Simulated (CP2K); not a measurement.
Si:

```
CELL_PARAMETERS angstrom
3.84928 0.00000 0.00000
1.92464 3.33357 0.00000
1.92464 1.11119 3.14292
ATOMIC_POSITIONS crystal
Si 0.50000 0.50000 0.50000
Si 0.75000 0.75000 0.75000
```

Base run:

| Item | Value |
| --- | --- |
| Program | CP2K 2026.2 |
| Functional | vdW-DF2 |
| Potentials or basis | POTENTIAL_UZH Si GTH-PBE-q4; TZVP-MOLOPT-PBE-GTH basis |
| Density cutoff | 9184 eV |
| k mesh | 8 × 8 × 8 |
| Occupations | fermi-dirac, width 0.05 eV |
| Spin | no spin polarisation |

Its results: band gap on the k mesh 1.07 eV, indirect (least direct gap 2.83 eV); pressure 2.7 GPa.

Task: After a change of settings the same cell gave: band gap on the k mesh 0.59 eV, indirect (least direct gap 2.50 eV); pressure 0.5 GPa. Which change was it?
A. functional from vdW-DF2 to RPBE
B. functional from vdW-DF2 to PBEsol
C. functional from vdW-DF2 to HLE17

Result: B.

Caveats: the potentials were made for another functional, which shifts forces and pressure; the basis of atomic orbitals isn't converged, which shifts pressures, moduli and gaps.

Runs at the PBE level aren't shown here.
